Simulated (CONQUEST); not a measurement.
The system is SnSe.

```
Sn Se
1.0
     4.19000    0.00000    0.00000
     0.00000    4.46000    0.00000
     0.00000    0.00000   11.42000
Sn Se
4 4
Direct
  0.75000 0.90900 0.87700
  0.25000 0.40900 0.62300
  0.75000 0.59100 0.37700
  0.25000 0.09100 0.12300
  0.75000 0.98400 0.64300
  0.25000 0.48400 0.85700
  0.75000 0.51600 0.14300
  0.25000 0.01600 0.35700
```

| Property | Result |
| --- | --- |
| Program | CONQUEST 1.3 |
| Task | single point |
| Functional | PBE |
| Potentials or basis | PseudoDojo NC PBE, SZ, grid cutoff 120 Ha |
| k mesh | 6 × 6 × 3 |
| Occupations | fermi-dirac, width 0.05 eV |
| Spin | no spin polarisation |

On this cell: pressure 9.5 GPa; largest force 1.459 eV/Å; band gap on the k mesh 0.66 eV, indirect (least direct gap 0.85 eV).

The same run follows on a disturbed copy (atoms moved at random, drawn with an rms of 0.05 Å):

```xyz
8
Lattice="4.1900 0.0000 0.0000 0.0000 4.4600 0.0000 0.0000 0.0000 11.4200" Properties=species:S:1:pos:R:3 pbc="T T T"
Sn    3.1431    4.0582    9.9961
Sn    1.0290    1.8334    7.1440
Sn    3.1391    2.6520    4.2581
Sn    1.1000    0.3812    1.4453
Se    3.1976    4.4100    7.3635
Se    1.0875    2.1606    9.7741
Se    3.1615    2.2706    1.6325
Se    0.9694    0.0521    4.1168
```

Task: What does the disturbed cell give?

Result: The energy moves by +34.4 meV/atom; pressure 10.6 GPa; largest force 2.094 eV/Å; band gap on the k mesh 0.73 eV, indirect (least direct gap 0.89 eV).

Forces on the atoms (eV/Å):
```
Sn   0.125  0.330  1.811
Sn   0.286  0.450 -1.931
Sn  -0.336 -0.603  1.976
Sn  -0.111 -0.398 -1.557
Se  -0.309 -0.478 -1.333
Se  -0.111 -0.325  1.456
Se   0.017  0.409 -1.397
Se   0.384  0.617  0.973
```

Stress tensor (GPa, compression positive):
```
 8.60  1.16  0.03
 1.16  7.82  0.05
 0.03  0.05 15.37
```

Caveats: the atomic basis is small; spin-orbit coupling is left out, which moves the levels of the heavy elements; an odd mesh through Γ misses points on the zone boundary, where band edges often lie; the basis of atomic orbitals isn't converged, which shifts pressures, moduli and gaps; forces of over 1 eV/Å show positions far from the minimum, so gaps and moduli don't describe the material at rest (some runs).
